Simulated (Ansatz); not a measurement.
# Formation energy of GaAs

Method: PBEsol, scalar-relativistic; no spin polarisation; PAW, 420 eV, Γ-centred 10×10×10 mesh, 0.05 eV Gaussian smearing; code Ansatz; PAW files: Ansatz's generated set soft_2.

The chain of runs began from a cell as deposited in COD, expanded in volume.

Symmetry: F-43m, No. 216, cubic system. The conventional cell has a = 5.659 Å, b = 5.659 Å, c = 5.659 Å, α = 90.00°, β = 90.00°, γ = 90.00°. Around Ga (site symmetry -43m) lie 4 As at 2.45 Å. As (site symmetry -43m) is surrounded by 4 Ga at 2.45 Å. (Shells end 15 % past the nearest neighbour.)

The elements were computed in their standard states with the same datasets, cutoff and functional. Absolute energies hang on the potentials; compare differences alone.

Energy of the relaxed cell (2 atoms, smearing extrapolated to zero): -8556.859 eV. Elements, in eV/atom: Ga -3743.203, As -4813.023.

Problem. What is the formation energy?

Solution. [-8556.859 − (1 × -3743.203 + 1 × -4813.023)] / 2 = -0.32 eV/atom, or -31 kJ per mole of atoms.

The value is for 0 K, without zero-point energy. A negative value shows stability against the elements alone, not against other compounds or structures.

Formal charges Ga³⁺, As³⁻ balance and leave closed shells on every ion, so a band insulator is expected, and the gap is 0.42 eV.
